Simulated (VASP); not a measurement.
# GaN (F-43m) in VASP: a series of runs

Runs on GaN. Level: PBE. Tasks: relaxation of cell and atoms.

Everything below comes from runs of VASP 6.6.1. Logs are shortened: lines on timing, memory, paths and dates and some standing lists are left out, and cuts for length are marked.

## Step 1: Starting point

The structure is cubic, space group F-43m (No. 216). The conventional cell has a = 4.507 Å, b = 4.507 Å, c = 4.507 Å, α = 90.00°, β = 90.00°, γ = 90.00°. Ga (site symmetry -43m) is surrounded by 4 N at 1.95 Å. Around N (site symmetry -43m) lie 4 Ga at 1.95 Å.

The cell is a database's computed one.

## Step 2: Relaxation of cell and atoms, PBE

INCAR

```
SYSTEM = GaN
PREC = Accurate ; ENCUT = 520
EDIFF = 1E-7 ; ISMEAR = 0
SIGMA = 0.02 ; LREAL = .False.
LASPH = .True. ; NELM = 100
ALGO = Fast ; ISIF = 3
LWAVE = .False. ; LCHARG = .False.
GGA = PE ; IBRION = 2
NSW = 80 ; EDIFFG = -0.002
AMIX = 0.2
```

KPOINTS

```
Automatic mesh
0
Gamma
  12 12 12
  0 0 0
```

POSCAR

```
GaN
1.0
    0.0000000000      2.2535006100      2.2535006100
    2.2535006100      0.0000000000      2.2535006100
    2.2535006100      2.2535006100      0.0000000000
Ga N
1 1
Direct
    0.0000000000      0.0000000000      0.0000000000
    0.7500000000      0.7500000000      0.7500000000
```

Potentials or basis: VASP PAW PBE potentials, release 64 (Ga_d, N).

Launch:

```bash
cat potpaw_PBE.64/Ga_d/POTCAR potpaw_PBE.64/N/POTCAR > POTCAR
mpirun -np 1 vasp_std > vasp.out
```

OUTCAR:

```text
SYSTEM = GaN
   PREC = Accurate
   ENCUT = 520
   EDIFF = 1E-7
   ISMEAR = 0
   LREAL = .False.
   LASPH = .True.
   NELM = 100
   ISIF = 3
   GGA = PE
   IBRION = 2
   NSW = 80
   EDIFFG = -0.002
   AMIX = 0.2

 ion  position               nearest neighbor table
   1  0.000  0.000  0.000-   2 1.95   2 1.95   2 1.95   2 1.95
   2  0.750  0.750  0.750-   1 1.95   1 1.95   1 1.95   1 1.95

  LATTYP: Found a face centered cubic cell.
 ALAT       =     4.5070012200

  Lattice vectors:

 A1 = (   0.0000000000,   2.2535006100,   2.2535006100)
 A2 = (   2.2535006100,   0.0000000000,   2.2535006100)
 A3 = (   2.2535006100,   2.2535006100,   0.0000000000)

Analysis of symmetry for initial positions (statically):
=====================================================================
 Subroutine PRICEL returns:
 Original cell was already a primitive cell.

 Routine SETGRP: Setting up the symmetry group for a
 face centered cubic supercell.

 Subroutine GETGRP returns: Found 24 space group operations
 (whereof 24 operations were pure point group operations)
 out of a pool of 48 trial point group operations.

The static configuration has the point symmetry T_d .

Analysis of symmetry for dynamics (positions and initial velocities):
=====================================================================
 Subroutine PRICEL returns:
 Original cell was already a primitive cell.

 Routine SETGRP: Setting up the symmetry group for a
 face centered cubic supercell.

 Subroutine GETGRP returns: Found 24 space group operations
 (whereof 24 operations were pure point group operations)
 out of a pool of 48 trial point group operations.

The dynamic configuration has the point symmetry T_d .

 Subroutine INISYM returns: Found 24 space group operations
 (whereof 24 operations are pure point group operations),
 and found     1 'primitive' translations

----------------------------------------------------------------------------------------

                                     Primitive cell

  volume of cell :      22.8877

  direct lattice vectors                    reciprocal lattice vectors
     0.000000000  2.253500610  2.253500610    -0.221877020  0.221877020  0.221877020
     2.253500610  0.000000000  2.253500610     0.221877020 -0.221877020  0.221877020
     2.253500610  2.253500610  0.000000000     0.221877020  0.221877020 -0.221877020

  length of vectors
     3.186931125  3.186931125  3.186931125     0.384302272  0.384302272  0.384302272

  position of ions in fractional coordinates (direct lattice)
     0.000000000  0.000000000  0.000000000
     0.750000000  0.750000000  0.750000000

  ion indices of the primitive-cell ions
   primitive index   ion index
                 1           1
                 2           2

----------------------------------------------------------------------------------------

 KPOINTS: Automatic mesh

Automatic generation of k-mesh.
 Grid dimensions read from file:
 generate k-points for:   12   12   12

 Generating k-lattice:

  Cartesian coordinates                     Fractional coordinates (reciprocal lattice)
    -0.018489752  0.018489752  0.018489752     0.083333333  0.000000000  0.000000000
     0.018489752 -0.018489752  0.018489752     0.000000000  0.083333333  0.000000000
     0.018489752  0.018489752 -0.018489752     0.000000000  0.000000000  0.083333333

  Length of vectors
     0.032025189  0.032025189  0.032025189

  Shift w.r.t. Gamma in fractional coordinates (k-lattice)
     0.000000000  0.000000000  0.000000000

 Subroutine IBZKPT returns following result:
 ===========================================

 Found     72 irreducible k-points:

 Following reciprocal coordinates:
            Coordinates               Weight
  0.000000  0.000000  0.000000      1.000000
  0.083333  0.000000  0.000000      8.000000
  0.166667  0.000000  0.000000      8.000000
  0.250000  0.000000  0.000000      8.000000
  0.333333  0.000000  0.000000      8.000000
  0.416667  0.000000  0.000000      8.000000
[... 16 lines left out ...]
  0.500000  0.166667  0.000000     24.000000
 -0.416667  0.166667  0.000000     24.000000
 [... further k-points ...]
   k-points           NKPTS =     72   k-points in BZ     NKDIM =     72   number of bands    NBANDS=     13
   number of dos      NEDOS =    301   number of ions     NIONS =      2
   total plane-waves  NPLWV =  13824
   dimension x,y,z NGX =    24 NGY =   24 NGZ =   24
   dimension x,y,z NGXF=    48 NGYF=   48 NGZF=   48
   ions per type =               1   1
   NGX,Y,Z   is equivalent  to a cutoff of  12.52, 12.52, 12.52 a.u.
   NGXF,Y,Z  is equivalent  to a cutoff of  25.04, 25.04, 25.04 a.u.
 SYSTEM =  GaN
   PREC   = accura    normal or accurate (medium, high low for compatibility)
   ISTART =      0    job   : 0-new  1-cont  2-samecut
   ICHARG =      2    charge: 1-file 2-atom 10-const
   ISPIN  =      1    spin polarized calculation?
   LNONCOLLINEAR =      F non collinear calculations
   LSORBIT =      F    spin-orbit coupling
   LASPH  =      T    aspherical Exc in radial PAW
   ENCUT  =  520.0 eV  38.22 Ry    6.18 a.u.   5.93  5.93  5.93*2*pi/ulx,y,z
   NELM   =    100;   NELMIN=  2; NELMDL= -5     # of ELM steps
   EDIFF  = 0.1E-06   stopping-criterion for ELM
   LREAL  =      F    real-space projection
   EDIFFG = -.2E-02   stopping-criterion for IOM
   NSW    =     80    number of steps for IOM
   IBRION =      2    ionic relax: 0-MD 1-quasi-New 2-CG
   NFREE  =      1    steps in history (QN), initial steepest desc. (CG)
   ISIF   =      3    stress and relaxation
   ISYM   =      2    0-nonsym 1-usesym 2-fastsym
   POTIM  = 0.5000    time-step for ionic-motion
   TEBEG  =    0.0;   TEEND  =   0.0 temperature during run
   PSTRESS=    0.0 pullay stress
   NELECT =      18.0000    total number of electrons
   NUPDOWN=      -1.0000    fix difference up-down
   EMIN   =  10.00;   EMAX   =-10.00  energy-range for DOS
   EFERMI =   0.00;   METHOD = LEGACY
   ISMEAR =     0;   SIGMA  =   0.02  broadening in eV -4-tet -1-fermi 0-gaus
   EFERMI_NEDOS =   21; number of points for ismear=-14 and -15
   IALGO  =     68    algorithm
   IMIX   =      4    mixing-type and parameters
     AMIX     =   0.20;   BMIX     =  1.00
     AMIX_MAG =   0.80;   BMIX_MAG =  1.00
  volume/ion in A,a.u.               =      11.44        77.23
  Fermi-wavevector in a.u.,A,eV,Ry     =   1.511117  2.855596 31.068543  2.283473
  Thomas-Fermi vector in A             =   2.621216
   LORBIT       =      0    0 simple, 1 ext, 2 COOP (PROOUT), +10 PAW based schemes
   GGA     = PE    functional components
   LHFCALC =     F    Hartree Fock is set to
   AEXX    =    0.0000 exact exchange contribution
   IVDW    =     0    specifies the selected vdW correction
   LEPSILON=     F    determine dielectric tensor
   LRPA    =     F    only Hartree local field effects (RPA)
 conjugate gradient relaxation of ions
 non-spin polarized calculation
 RMM-DIIS sequential band-by-band and
 Gauss-broadening in eV      SIGMA  =   0.02
  energy-cutoff  :      520.00
  volume of cell :       22.89
 maximum number of plane-waves:       636
   NGX = 11   NGY = 11   NGZ = 11

--------------------------------------- Ionic step        1  -------------------------------------------

 number of electron      18.0000004 magnetization

 Free energy of the ion-electron system (eV)
  ---------------------------------------------------
  ext. energy  EPLUGINS =         0.00000000
  ---------------------------------------------------
  free energy    TOTEN  =       -12.14325064 eV

  energy without entropy =      -12.14325064  energy(sigma->0) =      -12.14325064

------------------------ aborting loop because EDIFF is reached ----------------------------------------

  FORCE on cell =-STRESS in cart. coord.  units (eV):
  Direction    XX          YY          ZZ          XY          YZ          ZX
  --------------------------------------------------------------------------------------
  -------------------------------------------------------------------------------------
  Total        0.7245528      0.7245528      0.7245528      0.0000000      0.0000000      0.0000000
  in kB       50.7198067     50.7198067     50.7198067      0.0000000      0.0000000      0.0000000
  external PRESSURE =      50.7198067 kB  Pullay stress =       0.0000000 kB

 VOLUME and BASIS-vectors are now :
 -----------------------------------------------------------------------------
  energy-cutoff  :      520.00
  volume of cell :       22.89
      direct lattice vectors                 reciprocal lattice vectors
     0.000000000  2.253500610  2.253500610    -0.221877020  0.221877020  0.221877020
     2.253500610  0.000000000  2.253500610     0.221877020 -0.221877020  0.221877020
     2.253500610  2.253500610  0.000000000     0.221877020  0.221877020 -0.221877020
[... 37 lines left out ...]
 POSITION                                       TOTAL-FORCE (eV/Angst)
 -----------------------------------------------------------------------------------
      4.58577      2.29289      2.29289         0.000000     -0.000000     -0.000000
      3.43933      3.43933      3.43933        -0.000000      0.000000      0.000000
 -----------------------------------------------------------------------------------
    total drift:                               -0.000002     -0.000002     -0.000002

  FREE ENERGIE OF THE ION-ELECTRON SYSTEM (eV)
  ---------------------------------------------------
  free  energy   TOTEN  =       -12.1461022746 eV

  energy  without entropy=      -12.1461022746  energy(sigma->0) =      -12.14610227

--------------------------------------- Ionic step        3  -------------------------------------------

 number of electron      17.9999985 magnetization

 Free energy of the ion-electron system (eV)
  ---------------------------------------------------
  ext. energy  EPLUGINS =         0.00000000
  ---------------------------------------------------
  free energy    TOTEN  =       -12.15324643 eV

  energy without entropy =      -12.15324643  energy(sigma->0) =      -12.15324643

 E-fermi :   5.1596     XC(G=0): -11.5189

 val. band max:        4.9829439262   @ k =   0.0000   0.0000   0.0000
 cond. band min:       6.5280153047   @ k =   0.0000   0.0000   0.0000
 fundamental gap:      1.5450713785
 Fermi energy:         5.1595613272

 k-point     1 :       0.0000    0.0000    0.0000
  band No.  band energies     occupation
      1     -10.7167      2.00000
      2      -8.4389      2.00000
      3      -8.4389      2.00000
      4      -8.4389      2.00000
      5      -8.1464      2.00000
      6      -8.1464      2.00000
      7       4.9829      2.00000
      8       4.9829      2.00000
      9       4.9829      2.00000
     10       6.5280      0.00000
     11      15.1110      0.00000
     12      15.1110      0.00000
     13      15.1110      0.00000

 k-point     2 :       0.0833    0.0000    0.0000
  band No.  band energies     occupation
      1     -10.6440      2.00000
      2      -8.4300      2.00000
      3      -8.4300      2.00000
      4      -8.4112      2.00000
      5      -8.1473      2.00000
      6      -8.1473      2.00000
      7       4.1392      2.00000
      8       4.9105      2.00000
      9       4.9105      2.00000
     10       7.2118      0.00000
     11      14.7468      0.00000
[... 339 lines left out ...]
 k-point    24 :      -0.4167    0.1667    0.0000
  band No.  band energies     occupation
      1      -9.8455      2.00000
      2      -8.3510      2.00000
      3      -8.3106      2.00000
      4      -8.1432      2.00000
      5      -8.1163      2.00000
      6      -6.7356      2.00000
      7      -1.4551      2.00000
      8       2.5475      2.00000
      9       3.7383      2.00000
     10      10.7393      0.00000
     11      12.4157      0.00000
     12      15.0504      0.00000
     13      15.9646      0.00000

 [... further k-points ...]

------------------------ aborting loop because EDIFF is reached ----------------------------------------

  FORCE on cell =-STRESS in cart. coord.  units (eV):
  Direction    XX          YY          ZZ          XY          YZ          ZX
  --------------------------------------------------------------------------------------
  -------------------------------------------------------------------------------------
  Total        0.0023716      0.0023716      0.0023716     -0.0000000      0.0000000     -0.0000000
  in kB        0.1614631      0.1614631      0.1614631     -0.0000000      0.0000000     -0.0000000
  external PRESSURE =       0.1614631 kB  Pullay stress =       0.0000000 kB

 VOLUME and BASIS-vectors are now :
 -----------------------------------------------------------------------------
  energy-cutoff  :      520.00
  volume of cell :       23.53
      direct lattice vectors                 reciprocal lattice vectors
     0.000000000  2.274498634  2.274498634    -0.219828666  0.219828666  0.219828666
     2.274498634  0.000000000  2.274498634     0.219828666 -0.219828666  0.219828666
     2.274498634  2.274498634  0.000000000     0.219828666  0.219828666 -0.219828666

 POSITION                                       TOTAL-FORCE (eV/Angst)
 -----------------------------------------------------------------------------------
      0.00000      0.00000      0.00000         0.000000     -0.000000     -0.000000
      3.41175      3.41175      3.41175        -0.000000      0.000000      0.000000
 -----------------------------------------------------------------------------------
    total drift:                               -0.000002     -0.000002     -0.000001

  FREE ENERGIE OF THE ION-ELECTRON SYSTEM (eV)
  ---------------------------------------------------
  free  energy   TOTEN  =       -12.1532464266 eV

  energy  without entropy=      -12.1532464266  energy(sigma->0) =      -12.15324643

 reached required accuracy - stopping structural energy minimisation
```

Wall time 24 s (1 thread of Intel Xeon 6975P-C (Granite Rapids), shared host); peak memory 0.15 GiB.

Results:

| Property | Result |
| --- | --- |
| Free energy | -12.1532 eV |
| Relaxed volume | 11.77 Å³/atom |
| Relaxed cell | a = 3.217 Å, b = 3.217 Å, c = 3.217 Å, α = 60.00°, β = 60.00°, γ = 60.00° |
| Space group after relaxing (to 0.05 Å) | F-43m (No. 216) |
| Energy gained by relaxing | 5.0 meV/atom |
| Ionic steps | 3 |
| Pressure after relaxing | 0.0 GPa |
| Band gap on the k mesh | 1.55 eV, direct |

The path:
```csv
step,energy change (eV),largest force (eV/Å),pressure (GPa),volume (Å³)
1,0.0000,0.0000,5.07,22.89
2,-0.0029,0.0000,-3.78,24.11
3,-0.0100,0.0000,0.02,23.53
```

Final structure:
```
Ga N
1.0
     0.00000    2.27450    2.27450
     2.27450    0.00000    2.27450
     2.27450    2.27450    0.00000
Ga N
1 1
Direct
  0.00000 0.00000 0.00000
  0.75000 0.75000 0.75000
```

Levels at points of the mesh, in eV from the valence-band top:
| k point | band 5 | band 6 | band 7 | band 8 | band 9 | band 10 | band 11 | band 12 | band 13 |
| --- | --- | --- | --- | --- | --- | --- | --- | --- | --- |
| (0.00, 0.00, 0.00) | -13.13 | -13.13 | 0.00 | 0.00 | 0.00 | 1.55 | 10.13 | 10.13 | 10.13 |
| (0.50, 0.00, 0.00) | -13.09 | -11.88 | -6.86 | -0.93 | -0.93 | 4.45 | 8.59 | 10.22 | 10.22 |
| (0.50, 0.50, 0.00) | -13.06 | -11.45 | -6.01 | -2.60 | -2.60 | 3.34 | 6.49 | 11.52 | 13.67 |

## Step 3: Relaxation of cell and atoms, PBE

This run uses another cell than the first one, of 11.77 Å³/atom, 1.028 times its volume.

INCAR is that of step 2.

KPOINTS is that of step 2.

POSCAR

```
GaN                                     
1.0
    0.0000000000      2.2744986338      2.2744986338
    2.2744986338      0.0000000000      2.2744986338
    2.2744986338      2.2744986338      0.0000000000
  Ga              N             
     1     1
Direct
     0.0000000000000000    0.0000000000000000    0.0000000000000000
     0.7500000000000000    0.7500000000000000    0.7500000000000000
```

Potentials or basis: VASP PAW PBE potentials, release 64 (Ga_d, N).

Launch:

```bash
cat potpaw_PBE.64/Ga_d/POTCAR potpaw_PBE.64/N/POTCAR > POTCAR
mpirun -np 1 vasp_std > vasp.out
```

It took 9.2 s on 1 thread of Intel Xeon 6975P-C (Granite Rapids), shared host; peak memory 0.15 GiB.

It converged, with:

* Free energy: -12.1536 eV
* Pressure after relaxing: 0.0 GPa
* Band gap on the k mesh: 1.54 eV, direct

Final structure:
```
CELL_PARAMETERS angstrom
0.00000 2.27450 2.27450
2.27450 0.00000 2.27450
2.27450 2.27450 0.00000
ATOMIC_POSITIONS crystal
Ga 0.00000 0.00000 0.00000
N 0.75000 0.75000 0.75000
```

Levels at points of the mesh, in eV from the valence-band top:
| k point | band 5 | band 6 | band 7 | band 8 | band 9 | band 10 | band 11 | band 12 | band 13 |
| --- | --- | --- | --- | --- | --- | --- | --- | --- | --- |
| (0.00, 0.00, 0.00) | -13.13 | -13.13 | 0.00 | 0.00 | 0.00 | 1.54 | 10.15 | 10.15 | 10.15 |
| (0.50, 0.00, 0.00) | -13.09 | -11.88 | -6.86 | -0.93 | -0.93 | 4.45 | 8.68 | 10.25 | 10.25 |
| (0.50, 0.50, 0.00) | -13.06 | -11.45 | -6.01 | -2.61 | -2.61 | 3.34 | 6.49 | 11.51 | 13.84 |

Caveat: the relaxation stopped at its first step, so nothing moved. A hybrid or GW would open this gap; PBE tends to underestimate it.
